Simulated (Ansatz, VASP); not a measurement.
Two plane-wave programs on Pt

The input INCAR:

```
ALGO = Fast ; EDIFF = 1E-6
ENCUT = 520 ; GGA = PS
ISIF = 2 ; ISMEAR = 0
LASPH = T ; LCHARG = T
LELF = T ; LREAL = F
LVHAR = T ; LWAVE = F
NBANDS = 11 ; NELM = 80
PREC = Accurate ; SIGMA = 0.15
```

File KPOINTS:

```
k-points
0
Gamma
  20 20 20
```

POSCAR

```
Pt
1.0
    0.0000000000      2.0019527500      2.0019527500
    1.9579000000      0.0440527500      1.9579000000
    1.9579000000      1.9579000000      0.0440527500
Pt
1
Direct
    0.0000000000      0.0000000000      0.0000000000
```

Input for Ansatz:

```yaml
crystal:
  lattice:
    - [0.0, 2.00195275, 2.00195275]
    - [1.9579, 0.04405275, 1.9579]
    - [1.9579, 1.9579, 0.04405275]
  atoms:
    - { symbol: Pt, position: [0.0, 0.0, 0.0] }
basis:
  ecutwfc: 420
kpoints:
  mp_grid: { grid: [20, 20, 20] }
hamiltonian:
  xc: pbesol
scf:
  occupations: { method: gaussian, width: 0.15 }
output:
  forces: true
  stress: true
  eigenvalues: true
```

Change from the starting cell: strain +0.0450 x Voigt [0, 0, 0, 1, 0, 0], atoms carried along.

Alike in both runs: task single point; functional PBEsol; k mesh 20 × 20 × 20; occupations gaussian, width 0.15 eV; no spin polarisation.

|  | VASP | Ansatz |
| --- | --- | --- |
| version | VASP 6.6.1 | Ansatz 0.2.0 |
| potentials or method | VASP PAW PBE potentials, release 64 (Pt) | scalar-relativistic, plane waves, PAW |
| plane-wave cutoff (eV) | 520 | 420 |
| valence electrons in the cell | 10 | 18 |

|  | VASP | Ansatz | Ansatz less VASP |
| --- | --- | --- | --- |
| gap on the k mesh at the Fermi level (eV) | none | none | - |
| pressure (GPa) | 0.8 | 1.2 | +0.43 |
| largest component of the traceless stress (GPa) | 3.85 | 3.81 | -0.037 |

A gap of «none» marks a metal or a gap that the smearing closes. The functional is the same, so the differences come from potentials, cutoffs and numerics. The two sets of potentials don't hold the same shells in valence.

Caveats: the PAW data sets were made with another functional, which shifts forces and pressure a little (VASP). Spin-orbit coupling is left out, which matters for the levels of Pt.
